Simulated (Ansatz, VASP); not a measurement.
One calculation of WC, two programs

```
W C
1.0
     2.92173    0.00000    0.00000
    -1.46087    2.53030    0.00000
     0.00000    0.00000    2.84713
W C
1 1
Direct
  0.00000 0.00000 0.00000
  0.66667 0.33333 0.50000
```

Alike in both runs: functional PBE; k mesh 18 × 18 × 14; occupations gaussian, width 0.1 eV; no spin polarisation.

Ansatz relaxed the structure, and its values are those at the end. VASP's run is a single point on that final structure, the one shown.

|  | VASP | Ansatz |
| --- | --- | --- |
| version | VASP 6.6.1 | Ansatz 0.2.0 |
| potentials or method | VASP PAW PBE potentials, release 64 (W_sv, C) | scalar-relativistic, plane waves, PAW |
| plane-wave cutoff (eV) | 520 | 420 |
| valence electrons in the cell | 18 | 18 |

|  | VASP | Ansatz | Ansatz less VASP |
| --- | --- | --- | --- |
| gap on the k mesh at the Fermi level (eV) | none | none | - |
| pressure (GPa) | 1.1 | 0.0 | -1.06 |

A gap of «none» marks a metal or a gap that the smearing closes.

Spin-orbit coupling is left out, which matters for the levels of W.
